The equilibrium volume of a crystal is the volume per atom at which its static energy is lowest, so that the crystal pushes neither outwards nor inwards. For copper it was found here with the PBE functional by letting each program relax the cell until the stress had almost vanished. The rows therefore share one metal and one functional, and differ in how each program represents the electrons: by its potentials, its basis, or both.

Static equilibrium volume of face-centred cubic copper with PBE, without spin polarisation or spin-orbit coupling; each program relaxed the cell. All runs use a 13 × 13 × 13 k mesh and Fermi-Dirac smearing of 0.05 eV. The basis column gives the plane-wave cutoff for VASP and Ansatz PAW, the atomic-orbital set for SIESTA and the target basis error for LAPW.

| program | potentials | basis | equilibrium volume (Å³/atom) |
| --- | --- | --- | --- |
| VASP | VASP PAW PBE potentials, gw | 680 eV | 11.552 |
| VASP | VASP PAW PBE potentials, materialsproject | 600 eV | 11.853 |
| VASP | VASP PAW PBE potentials, gw, light | 630 eV | 11.854 |
| SIESTA | PseudoDojo 0.4 standard NC | TZDP | 11.934 |
| Ansatz LAPW | all electron LAPW, scalar relativistic | 0.001 eV/atom basis error | 11.942 |
| Ansatz | Ansatz PAW | 420 eV | 11.946 |
| VASP | VASP PAW PBE potentials, minimal | 580 eV | 11.997 |

Six of the seven volumes lie within about 0.15 Å³ of one another. The seventh, from VASP with the gw potentials, is 3.3 % below the all-electron LAPW result, which would make the computed density too high by about the same fraction. LAPW serves as the reference because it replaces no core by a potential. SIESTA comes very close to it, but its basis over the semicore shells is short, so part of that agreement may come from errors that cancel.

### A volume from one distance

Copper is a close-packed metal, and its volume follows from the distance d between touching neighbours. In the face-centred cubic structure the atoms touch along the diagonal of a cube face, so the cube edge is √2 d. The cube holds four atoms. The volume per atom is therefore

V = (√2 d)³ / 4 = d³ / √2.

In the cell from which every run started, d is 2.556 Å, close to the measured contact, which gives 11.81 Å³. The relaxed cells have contacts of their own, from 2.537 Å with the gw potentials to 2.570 Å with the minimal ones. Putting those into the formula would only return the computed volumes, so the estimate keeps to the starting contact. Its 11.81 Å³ already carries most of the answer, because the distance comes from the real crystal. What remains is mainly the error of the functional, less the swelling by heat and zero-point motion, which the measured contact contains and the static calculation leaves out. PBE lowers the energy of densities that vary strongly in space, and this favours atoms that stand slightly further apart, so contacts in metals such as copper tend to come out a little long. A stretch of 0.5 % over the room-temperature contact is a rough recalled value for copper. It is a net figure: the swelling is expected to be about as large as the stretch itself, so the error of PBE against a static lattice would be roughly twice as large. Since volume goes as the cube of distance, it adds about 1.5 %.

The estimate for the LAPW row then runs as follows:

- starting contact, stretched: 2.556 Å × 1.005 = 2.569 Å (the relaxed LAPW cell has 2.566 Å)
- volume: (2.569 Å)³ / √2 = 11.99 Å³
- computed: 11.942 Å³, so the estimate is 0.4 % too high.

For VASP with the gw potentials the estimate is the same 11.99 Å³, because the rule knows only the metal and the functional. The cell itself relaxed to a contact of 2.537 Å and a volume of 11.552 Å³, and the estimate is now almost 4 % too high. The stretch was not fitted to these rows, but it is itself a recollection of how PBE treats copper, so the agreement with LAPW is a check of consistency and no independent prediction. The contrast shows what the rule can do: it estimates the PBE volume of copper, and it cannot foresee what a particular potential or basis will do to it.

Over the whole table the stretch is no clear gain. The plain estimate, from the unstretched starting contact, has a root-mean-square miss of 0.15 Å³ and the stretched one 0.18 Å³, because the stretch moves the estimate further from the gw row; over the other six rows the stretched estimate has the smaller miss. It does bring the estimate closer to LAPW, SIESTA, Ansatz PAW and the minimal VASP potentials. The two estimates are best used as the ends of a range, which holds five of the seven rows, with the minimal potentials only 0.01 Å³ above it. The printed output after this text gives both misses for each row.

### Why a small error moves the volume

The second half of the rule tells how large an error must be to shift the volume by a given amount. Near its minimum the energy is a parabola,

E(V) = E₀ + B (V − V₀)² / (2V₀),

where V₀ is the equilibrium volume, E₀ the energy there and B the bulk modulus, the resistance to uniform compression. An error that is the same at every volume only changes E₀ and leaves the minimum where it was. This is why LAPW and Ansatz PAW, whose total energies differ by tens of thousands of electronvolts, can agree on the volume to within 0.01 Å³.

An error that changes with volume tilts the parabola. The tilt acts like an extra pressure P, positive when it pushes outwards, and the minimum moves to the point where the elastic response balances it:

ΔV = V₀ P / B.

For copper B is roughly 140 GPa, again a recalled value. One gigapascal of false pressure is then worth a little less than 0.1 Å³ per atom.

Read backwards, the formula turns a volume difference into a pressure. The gw row lies 0.39 Å³ below LAPW, which is 3.3 % of the volume, and 3.3 % of 140 GPa is nearly 5 GPa of inward pressure. A metal stiffens as it is compressed, so the straight-line estimate is somewhat low at this strain.

The energy behind this shift is small. Moving the LAPW crystal to the gw volume would cost only about 6 meV per atom according to the parabola. The false tilt has to change the energy by twice as much between the two volumes, about 11 meV per atom. An error of about a hundredth of an electronvolt that varies with volume is therefore enough to spoil a density by some 3 %. Volumes test the shape of the energy curve, and a well-converged energy at one volume is no proof that this shape is right.

### Which differences belong to the settings

The formula helps to sort the differences in the table. SIESTA, LAPW and Ansatz PAW span 0.012 Å³, which is the size of effects that come from the settings. The stress left in the SIESTA cell is worth about 0.009 Å³ and would shrink it, away from LAPW, and the basis correction in the Ansatz PAW stress, described below, is worth about as much. Differences this small should not be read as physics. The k mesh and the cutoffs are usual working values, not converged limits, so the larger differences too can hold errors of basis and potential together. In the gw row the leftover stress is only 0.05 GPa, about a hundredth of what the shift requires, so a relaxation that stopped too early is not the explanation.

An obvious suspect is the frozen core, that is, how many electrons a potential leaves free to respond. The same runs show that this number alone does not order the volumes. Two VASP potentials treat 11 electrons as valence, and their volumes lie on either side of LAPW, 0.14 Å³ apart. The gw potential treats 19 electrons, as Ansatz PAW does, yet those two rows are the furthest apart of all pairs that share a count. Something else must matter as well: how each potential was constructed, the basis used with it, or both. This holds beyond the gw row: the materialsproject and light gw potentials each need about 1 GPa to explain their distance from LAPW, ten times their leftover stress or more, although both lie inside the estimated range.

Two explanations are plausible for the gw row, and both are untested. One is the potential itself. The other is the plane-wave basis, which VASP keeps fixed in number while the cell changes. When the cell shrinks, the same waves describe finer detail and the energy falls slightly, which favours too small a volume. This false pull is called Pulay stress. It does not show in the leftover stress, which VASP computes in the same finite basis. In the Ansatz PAW run it amounts to about 0.12 GPa, or 0.01 Å³, and that cell was relaxed with a correction for it, which the VASP cells were not. That run has another potential and cutoff and sets no limit for VASP.

### Beyond copper

Silver, treated with the same set of programs, would show which parts of the rule carry over. It has the same structure, so d³/√2 still holds with its longer contact. Its atoms are larger and the metal is softer, so the ratio V₀/B is larger and the same false pressure would move the volume further. The stretch must be chosen afresh, since PBE is known to lengthen the contacts of silver more than those of copper. A body-centred metal such as tungsten needs another geometric factor, 0.77 d³, but its great stiffness would hold the volumes of different programs closer together for equal errors in pressure.

For a volume from an unfamiliar potential, the practical check takes three steps. Estimate the volume from the known contact, with and without the stretch. If the computed value falls well outside that range, multiply the relative difference from a trusted result by B and compare this pressure with the stress left in the cell. If the leftover stress is far smaller, as it is for the gw row, compute the energy at several fixed volumes with one high cutoff: a minimum that moves up towards LAPW would point to the basis, and one that stays near 11.55 Å³ would point to the potential.

Output of the analysis:

```
Paper volume from the starting contact (angstrom^3/atom): 11.81
Paper volume with the contact stretched by 0.5 percent (angstrom^3/atom): 11.99
Paper estimates less computed volume:
          row  plain miss (A^3)  plain miss (%)  stretched miss (A^3)  stretched miss (%)  computed contact (A)
         VASP            0.2558           2.214                0.4338               3.755                 2.537
         VASP          -0.04524         -0.3817                0.1328                1.12                 2.559
         VASP          -0.04624         -0.3901                0.1318               1.112                 2.559
       SIESTA           -0.1262          -1.058               0.05176              0.4338                 2.565
  Ansatz LAPW           -0.1342          -1.124               0.04376              0.3665                 2.566
       Ansatz           -0.1382          -1.157               0.03976              0.3329                 2.566
         VASP           -0.1892          -1.577              -0.01124            -0.09365                  2.57
Rms miss of the plain estimate (angstrom^3/atom): 0.1505
Rms miss of the stretched estimate (angstrom^3/atom): 0.181
Difference from LAPW and pressures:
          row  volume less LAPW (A^3)  pressure needed (GPa)  leftover pressure (GPa)  change if leftover relaxed (A^3)  energy cost (meV/atom)
         VASP                   -0.39                  4.572                 -0.05325                         -0.004393                   5.565
         VASP                  -0.089                  1.043                 -0.01168                        -0.0009886                  0.2898
         VASP                  -0.088                  1.032                 -0.09966                         -0.008438                  0.2833
       SIESTA                  -0.008                0.09379                   -0.108                         -0.009205                0.002341
  Ansatz LAPW                       0                      0                  0.01719                          0.001467                       0
       Ansatz                   0.004               -0.04689                 0.002829                         0.0002414               0.0005854
         VASP                   0.055                -0.6448                  0.02165                          0.001855                  0.1107
Volume change per GPa (angstrom^3/atom): 0.0853
VASP gw volume less LAPW (percent): -3.266
Energy slope needed for the VASP gw shift (eV/angstrom^3): 0.02854
Spread of the three rows not from VASP (angstrom^3/atom): 0.012
Difference between the two 11-electron rows (angstrom^3/atom): 0.143
Volume worth of the Pulay correction of Ansatz PAW (angstrom^3/atom): 0.01036
```
